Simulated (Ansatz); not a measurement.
# AlN: the cost of one run

Method: DFT PBE, scalar-relativistic, plane waves, PAW, in Ansatz 0.2.0.

2 further runs of the same task are left out: 1 that didn't finish, 1 set aside as unsound or not needed.

## Step 1: The system as given

The structure is tetragonal, space group P4_2/mnm (No. 136). Conventional cell: a = 5.329 Å, b = 5.329 Å, c = 3.122 Å, α = 90.00°, β = 90.00°, γ = 90.00°. Around Al (site symmetry m2m) lie 4 N at 1.88 to 1.93 Å. N (site symmetry m2m) is surrounded by 4 Al at 1.88 to 1.93 Å.

Structure file:

```
Al N
1.0
     5.32911    0.00000    0.00000
     0.00000    5.32911    0.00000
     0.00000    0.00000    3.12184
Al N
4 4
Cartesian
  3.6077 3.6077 0.0000
  0.9432 4.3859 1.5609
  4.3859 0.9432 1.5609
  1.7214 1.7214 0.0000
  4.3455 4.3455 1.5609
  0.9836 0.9836 1.5609
  3.6482 1.6809 0.0000
  1.6809 3.6482 0.0000
```

The cell was relaxed beforehand at this level, from a generated guess; it is a trial structure. At a tolerance of 0.02 Å it has space group P4_2/mnm (No. 136); it has 11.08 Å³/atom, an uncorrected energy of -1.34 eV/atom over the elements and, on its mesh, gap 3.74 eV.

## Step 2: The cell scaled to 0.97 of its volume

input.yaml reads:

```yaml
crystal:
  lattice:
    - [5.2752806871, 0.0, 0.0]
    - [0.0, 5.2752806871, 0.0]
    - [0.0, 0.0, 3.0903010378]
  atoms:
    - { symbol: Al, position: [0.676986, 0.676986, 0.0] }
    - { symbol: Al, position: [0.176986, 0.823014, 0.5] }
    - { symbol: Al, position: [0.823014, 0.176986, 0.5] }
    - { symbol: Al, position: [0.323014, 0.323014, 0.0] }
    - { symbol: "N", position: [0.815421, 0.815421, 0.5] }
    - { symbol: "N", position: [0.184579, 0.184579, 0.5] }
    - { symbol: "N", position: [0.684579, 0.315421, 0.0] }
    - { symbol: "N", position: [0.315421, 0.684579, 0.0] }
basis:
  ecutwfc: 420
kpoints:
  mp_grid: { grid: [4, 4, 8] }
hamiltonian:
  xc: pbe
scf:
  occupations: { method: gaussian, width: 0.02 }
output:
  forces: true
  stress: true
  eigenvalues: true
relax:
  adjacent_minimum: "off"
  f_tol: 0.01
  max_steps: 30
  cell: { stress_tol: 0.1, fix: [volume] }
```

Launch:

```
ansatz run input.yaml --threads 4 --pin off --max-ram 8192MiB --backend cpu --events-out ev --progress --plain --runs-dir out
```

**Question.** How long does this run take on 4 threads of Arm Neoverse V2, shared host, and how much memory does it need?

About 3.9 s, with a peak of 0.39 GiB.
